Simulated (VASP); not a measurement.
# TePb (Fm-3m) in VASP: a series of runs

The runs below take TePb through single point, with LDA, PBEsol, RPBE.

All numbers are computed with VASP 6.6.1; they aren't measurements. Logs are shortened: lines on timing, memory, paths and dates and some standing lists are left out, and cuts for length are marked.

**What was measured.**

A printed reference work, monograph reports, for a bulk crystal of TePb at 4.2 K: band gap 0.19 eV (direct).

The runs below are set against these values where they give the same quantity.

### 1 The cell of the first run

The structure is cubic, space group Fm-3m (No. 225). Conventional cell: a = 6.454 Å, b = 6.454 Å, c = 6.454 Å, α = 90.00°, β = 90.00°, γ = 90.00°. Within 4.2 Å of Te (site symmetry m-3m) lie 6 Pb at 3.23 Å. Pb (site symmetry m-3m) has 6 Te at 3.23 Å within 4.2 Å.

### 2 Single point, LDA

File INCAR:

```
PREC = Accurate
ENCUT = 520
EDIFF = 1E-6
ISMEAR = -1
SIGMA = 0.03
LREAL = False
LASPH = True
NELM = 80
ALGO = Normal
ISIF = 2
LWAVE = False
LCHARG = True
LELF = True
LVHAR = True
NBANDS = 17
```

File KPOINTS:

```
Automatic mesh
0
Gamma
  10 10 10
```

File POSCAR:

```
TePb
1.0
    0.0000000000      3.2270000000      3.2270000000
    3.2270000000      0.0000000000      3.2270000000
    3.2270000000      3.2270000000      0.0000000000
Te Pb
1 1
Direct
    0.5000000000      0.5000000000      0.5000000000
    0.0000000000      0.0000000000      0.0000000000
```

Potentials or basis: VASP PAW LDA potentials, release 64 (Te, Pb_d).

Started as:

```sh
$ cat potpaw_LDA.64/Te/POTCAR potpaw_LDA.64/Pb_d/POTCAR > POTCAR
$ mpirun -np 1 vasp_std > vasp.out
```

OUTCAR:

```text
PREC = Accurate
   ENCUT = 520
   EDIFF = 1E-6
   ISMEAR = -1
   LREAL = False
   LASPH = True
   NELM = 80
   ISIF = 2

 ion  position               nearest neighbor table
   1  0.500  0.500  0.500-   2 3.23   2 3.23   2 3.23   2 3.23   2 3.23   2 3.23
   2  0.000  0.000  0.000-   1 3.23   1 3.23   1 3.23   1 3.23   1 3.23   1 3.23

  LATTYP: Found a face centered cubic cell.
 ALAT       =     6.4540000000

  Lattice vectors:

 A1 = (   0.0000000000,   3.2270000000,   3.2270000000)
 A2 = (   3.2270000000,   0.0000000000,   3.2270000000)
 A3 = (   3.2270000000,   3.2270000000,   0.0000000000)

Analysis of symmetry for initial positions (statically):
=====================================================================
 Subroutine PRICEL returns:
 Original cell was already a primitive cell.

 Routine SETGRP: Setting up the symmetry group for a
 face centered cubic supercell.

 Subroutine GETGRP returns: Found 48 space group operations
 (whereof 48 operations were pure point group operations)
 out of a pool of 48 trial point group operations.

The static configuration has the point symmetry O_h .

Analysis of symmetry for dynamics (positions and initial velocities):
=====================================================================
 Subroutine PRICEL returns:
 Original cell was already a primitive cell.

 Routine SETGRP: Setting up the symmetry group for a
 face centered cubic supercell.

 Subroutine GETGRP returns: Found 48 space group operations
 (whereof 48 operations were pure point group operations)
 out of a pool of 48 trial point group operations.

The dynamic configuration has the point symmetry O_h .

 Subroutine INISYM returns: Found 48 space group operations
 (whereof 48 operations are pure point group operations),
 and found     1 'primitive' translations

----------------------------------------------------------------------------------------

                                     Primitive cell

  volume of cell :      67.2089

  direct lattice vectors                    reciprocal lattice vectors
     0.000000000  3.227000000  3.227000000    -0.154942671  0.154942671  0.154942671
     3.227000000  0.000000000  3.227000000     0.154942671 -0.154942671  0.154942671
     3.227000000  3.227000000  0.000000000     0.154942671  0.154942671 -0.154942671

  length of vectors
     4.563667166  4.563667166  4.563667166     0.268368579  0.268368579  0.268368579

  position of ions in fractional coordinates (direct lattice)
     0.500000000  0.500000000  0.500000000
     0.000000000  0.000000000  0.000000000

  ion indices of the primitive-cell ions
   primitive index   ion index
                 1           1
                 2           2

----------------------------------------------------------------------------------------

 KPOINTS: Automatic mesh

Automatic generation of k-mesh.
 Grid dimensions read from file:
 generate k-points for:   10   10   10

 Generating k-lattice:

  Cartesian coordinates                     Fractional coordinates (reciprocal lattice)
    -0.015494267  0.015494267  0.015494267     0.100000000  0.000000000  0.000000000
     0.015494267 -0.015494267  0.015494267     0.000000000  0.100000000  0.000000000
     0.015494267  0.015494267 -0.015494267     0.000000000  0.000000000  0.100000000

  Length of vectors
     0.026836858  0.026836858  0.026836858

  Shift w.r.t. Gamma in fractional coordinates (k-lattice)
     0.000000000  0.000000000  0.000000000

 Subroutine IBZKPT returns following result:
 ===========================================

 Found     47 irreducible k-points:

 Following reciprocal coordinates:
            Coordinates               Weight
  0.000000  0.000000  0.000000      1.000000
  0.100000  0.000000  0.000000      8.000000
  0.200000  0.000000  0.000000      8.000000
  0.300000  0.000000  0.000000      8.000000
  0.400000  0.000000  0.000000      8.000000
  0.500000  0.000000  0.000000      4.000000
[... 16 lines left out ...]
  0.300000  0.300000  0.000000      6.000000
  0.400000  0.300000  0.000000     24.000000
 [... further k-points ...]
   k-points           NKPTS =     47   k-points in BZ     NKDIM =     47   number of bands    NBANDS=     17
   number of dos      NEDOS =    301   number of ions     NIONS =      2
   total plane-waves  NPLWV =  46656
   dimension x,y,z NGX =    36 NGY =   36 NGZ =   36
   dimension x,y,z NGXF=    72 NGYF=   72 NGZF=   72
   ions per type =               1   1
   NGX,Y,Z   is equivalent  to a cutoff of  13.11, 13.11, 13.11 a.u.
   NGXF,Y,Z  is equivalent  to a cutoff of  26.23, 26.23, 26.23 a.u.
 SYSTEM =  unknown system
   PREC   = accura    normal or accurate (medium, high low for compatibility)
   ISTART =      0    job   : 0-new  1-cont  2-samecut
   ICHARG =      2    charge: 1-file 2-atom 10-const
   ISPIN  =      1    spin polarized calculation?
   LNONCOLLINEAR =      F non collinear calculations
   LSORBIT =      F    spin-orbit coupling
   LASPH  =      T    aspherical Exc in radial PAW
   ENCUT  =  520.0 eV  38.22 Ry    6.18 a.u.   8.49  8.49  8.49*2*pi/ulx,y,z
   NELM   =     80;   NELMIN=  2; NELMDL= -5     # of ELM steps
   EDIFF  = 0.1E-05   stopping-criterion for ELM
   LREAL  =      F    real-space projection
   EDIFFG = 0.1E-04   stopping-criterion for IOM
   NSW    =      0    number of steps for IOM
   IBRION =     -1    ionic relax: 0-MD 1-quasi-New 2-CG
   NFREE  =      0    steps in history (QN), initial steepest desc. (CG)
   ISIF   =      2    stress and relaxation
   ISYM   =      2    0-nonsym 1-usesym 2-fastsym
   POTIM  = 0.5000    time-step for ionic-motion
   TEBEG  =    0.0;   TEEND  =   0.0 temperature during run
   PSTRESS=    0.0 pullay stress
   NELECT =      20.0000    total number of electrons
   NUPDOWN=      -1.0000    fix difference up-down
   EMIN   =  10.00;   EMAX   =-10.00  energy-range for DOS
   EFERMI =   0.00;   METHOD = LEGACY
   ISMEAR =    -1;   SIGMA  =   0.03  broadening in eV -4-tet -1-fermi 0-gaus
   EFERMI_NEDOS =   21; number of points for ismear=-14 and -15
   IALGO  =     38    algorithm
   IMIX   =      4    mixing-type and parameters
     AMIX     =   0.40;   BMIX     =  1.00
     AMIX_MAG =   1.60;   BMIX_MAG =  1.00
  volume/ion in A,a.u.               =      33.60       226.77
  Fermi-wavevector in a.u.,A,eV,Ry     =   1.092972  2.065418 16.253366  1.194589
  Thomas-Fermi vector in A             =   2.229249
   LORBIT       =      0    0 simple, 1 ext, 2 COOP (PROOUT), +10 PAW based schemes
   GGA     = CA    functional components
   LHFCALC =     F    Hartree Fock is set to
   AEXX    =    0.0000 exact exchange contribution
   IVDW    =     0    specifies the selected vdW correction
   LEPSILON=     F    determine dielectric tensor
   LRPA    =     F    only Hartree local field effects (RPA)
 non-spin polarized calculation
  energy-cutoff  :      520.00
  volume of cell :       67.21
 maximum number of plane-waves:      1837
 NGX is ok and might be reduce to    36
   NGX = 17   NGY = 17   NGZ = 17

 number of electron      20.0000002 magnetization

 Free energy of the ion-electron system (eV)
  ---------------------------------------------------
  ext. energy  EPLUGINS =         0.00000000
  ---------------------------------------------------
  free energy    TOTEN  =        -8.76517663 eV

  energy without entropy =       -8.76517647  energy(sigma->0) =       -8.76517655

 E-fermi :   5.7760     XC(G=0):  -9.5909

 val. band max:        5.4609790164   @ k =   0.5000   0.0000   0.0000
 cond. band min:       6.0896991435   @ k =   0.5000   0.0000   0.0000
 fundamental gap:      0.6287201271
 Fermi energy:         5.7759536163

 k-point     1 :       0.0000    0.0000    0.0000
  band No.  band energies     occupation
      1     -11.2113      2.00000
      2     -11.2113      2.00000
      3     -11.1973      2.00000
      4     -11.1973      2.00000
      5     -11.1973      2.00000
      6      -6.6230      2.00000
[... 9 lines left out ...]
     16      11.2350      0.00000
     17      12.7196      0.00000

 k-point     2 :       0.1000    0.0000    0.0000
  band No.  band energies     occupation
      1     -11.2125      2.00000
      2     -11.2125      2.00000
      3     -11.1970      2.00000
      4     -11.1959      2.00000
      5     -11.1959      2.00000
      6      -6.5366      2.00000
[... 9 lines left out ...]
     16      11.4257      0.00000
     17      13.4757      0.00000

 k-point     3 :       0.2000    0.0000    0.0000
  band No.  band energies     occupation
      1     -11.2160      2.00000
      2     -11.2160      2.00000
      3     -11.1963      2.00000
      4     -11.1917      2.00000
      5     -11.1917      2.00000
      6      -6.2836      2.00000
[... 9 lines left out ...]
     16      11.9495      0.00000
     17      14.9017      0.00000

 k-point     4 :       0.3000    0.0000    0.0000
  band No.  band energies     occupation
      1     -11.2209      2.00000
      2     -11.2209      2.00000
      3     -11.1957      2.00000
      4     -11.1861      2.00000
      5     -11.1861      2.00000
      6      -5.8891      2.00000
[... 9 lines left out ...]
     16      12.7670      0.00000
     17      16.2941      0.00000

 k-point     5 :       0.4000    0.0000    0.0000
  band No.  band energies     occupation
      1     -11.2249      2.00000
      2     -11.2249      2.00000
      3     -11.1952      2.00000
      4     -11.1814      2.00000
      5     -11.1814      2.00000
      6      -5.4326      2.00000
[... 9 lines left out ...]
     16      13.8219      0.00000
     17      15.7889      0.00000

 k-point     6 :       0.5000    0.0000    0.0000
  band No.  band energies     occupation
      1     -11.2265      2.00000
      2     -11.2265      2.00000
      3     -11.1950      2.00000
      4     -11.1796      2.00000
      5     -11.1796      2.00000
      6      -5.1792      2.00000
[... 9 lines left out ...]
     16      14.6828      0.00000
     17      14.6828      0.00000

 k-point     7 :       0.1000    0.1000    0.0000
  band No.  band energies     occupation
      1     -11.2155      2.00000
      2     -11.2102      2.00000
      3     -11.1983      2.00000
      4     -11.1949      2.00000
      5     -11.1949      2.00000
      6      -6.5078      2.00000
[... 9 lines left out ...]
     16      11.7663      0.00000
     17      13.2578      0.00000

 k-point     8 :       0.2000    0.1000    0.0000
  band No.  band energies     occupation
      1     -11.2205      2.00000
      2     -11.2109      2.00000
      3     -11.1984      2.00000
      4     -11.1919      2.00000
      5     -11.1910      2.00000
      6      -6.3106      2.00000
[... 9 lines left out ...]
     16      12.3592      0.00000
     17      14.0027      0.00000
[... 203 lines left out ...]
      1     -11.2425      2.00000
      2     -11.2166      2.00000
      3     -11.1949      2.00000
      4     -11.1822      2.00000
      5     -11.1771      2.00000
      6      -5.1162      2.00000
[... 9 lines left out ...]
     16      14.9290      0.00000
     17      15.5372      0.00000

 k-point    20 :      -0.4000    0.2000    0.0000
  band No.  band energies     occupation
      1     -11.2383      2.00000
      2     -11.2207      2.00000
      3     -11.1912      2.00000
      4     -11.1836      2.00000
      5     -11.1788      2.00000
      6      -5.0351      2.00000
[... 9 lines left out ...]
     16      13.7737      0.00000
     17      16.2103      0.00000

 k-point    21 :      -0.3000    0.2000    0.0000
  band No.  band energies     occupation
      1     -11.2307      2.00000
      2     -11.2228      2.00000
      3     -11.1912      2.00000
      4     -11.1841      2.00000
      5     -11.1829      2.00000
      6      -5.3483      2.00000
[... 9 lines left out ...]
     16      14.1133      0.00000
     17      15.2297      0.00000

 k-point    22 :      -0.2000    0.2000    0.0000
  band No.  band energies     occupation
      1     -11.2226      2.00000
      2     -11.2226      2.00000
      3     -11.1940      2.00000
      4     -11.1875      2.00000
      5     -11.1847      2.00000
      6      -5.7611      2.00000
[... 9 lines left out ...]
     16      14.1113      0.00000
     17      14.6016      0.00000

 k-point    23 :       0.3000    0.3000    0.0000
  band No.  band energies     occupation
      1     -11.2488      2.00000
      2     -11.2041      2.00000
      3     -11.2037      2.00000
      4     -11.1800      2.00000
      5     -11.1800      2.00000
      6      -5.6707      2.00000
[... 9 lines left out ...]
     16      14.3777      0.00000
     17      14.7272      0.00000

 k-point    24 :       0.4000    0.3000    0.0000
  band No.  band energies     occupation
      1     -11.2569      2.00000
      2     -11.2043      2.00000
      3     -11.2040      2.00000
      4     -11.1771      2.00000
      5     -11.1761      2.00000
      6      -5.3590      2.00000
[... 9 lines left out ...]
     16      15.1030      0.00000
     17      15.5988      0.00000

 [... further k-points ...]

------------------------ aborting loop because EDIFF is reached ----------------------------------------

  FORCE on cell =-STRESS in cart. coord.  units (eV):
  Direction    XX          YY          ZZ          XY          YZ          ZX
  --------------------------------------------------------------------------------------
  -------------------------------------------------------------------------------------
  Total       -0.6300156     -0.6300156     -0.6300156     -0.0000000     -0.0000000      0.0000000
  in kB      -15.0187916    -15.0187916    -15.0187916     -0.0000000     -0.0000000      0.0000000
  external PRESSURE =     -15.0187916 kB  Pullay stress =       0.0000000 kB

 VOLUME and BASIS-vectors are now :
 -----------------------------------------------------------------------------
  energy-cutoff  :      520.00
  volume of cell :       67.21
      direct lattice vectors                 reciprocal lattice vectors
     0.000000000  3.227000000  3.227000000    -0.154942671  0.154942671  0.154942671
     3.227000000  0.000000000  3.227000000     0.154942671 -0.154942671  0.154942671
     3.227000000  3.227000000  0.000000000     0.154942671  0.154942671 -0.154942671

 POSITION                                       TOTAL-FORCE (eV/Angst)
 -----------------------------------------------------------------------------------
      3.22700      3.22700      3.22700        -0.000000      0.000000     -0.000000
      0.00000      0.00000      0.00000         0.000000     -0.000000      0.000000
 -----------------------------------------------------------------------------------
    total drift:                               -0.000000      0.000000      0.000000

  FREE ENERGIE OF THE ION-ELECTRON SYSTEM (eV)
  ---------------------------------------------------
  free  energy   TOTEN  =        -8.7651766310 eV

  energy  without entropy=       -8.7651764713  energy(sigma->0) =       -8.76517655
```

It took 19 s on 1 thread of Intel Xeon 6975P-C (Granite Rapids), shared host; peak memory 0.2 GiB.

Results:

* Free energy: -8.7652 eV
* Pressure: -1.5 GPa
* Band gap on the k mesh: 0.63 eV

Levels at points of the mesh, in eV from the valence-band top:
| k point | band 8 | band 9 | band 10 | band 11 | band 12 | band 13 |
| --- | --- | --- | --- | --- | --- | --- |
| (0.00, 0.00, 0.00) | -1.36 | -1.36 | -1.36 | 3.99 | 3.99 | 3.99 |
| (0.50, 0.00, 0.00) | -0.88 | -0.88 | 0.00 | 0.63 | 1.20 | 1.20 |
| (0.50, 0.50, 0.00) | -4.55 | -2.83 | -2.83 | 3.24 | 5.40 | 5.40 |

Caveat: spin-orbit coupling is left out, which moves the levels of the heavy elements. A k mesh can miss the band edges.

(Continued in part 2 of 2.)
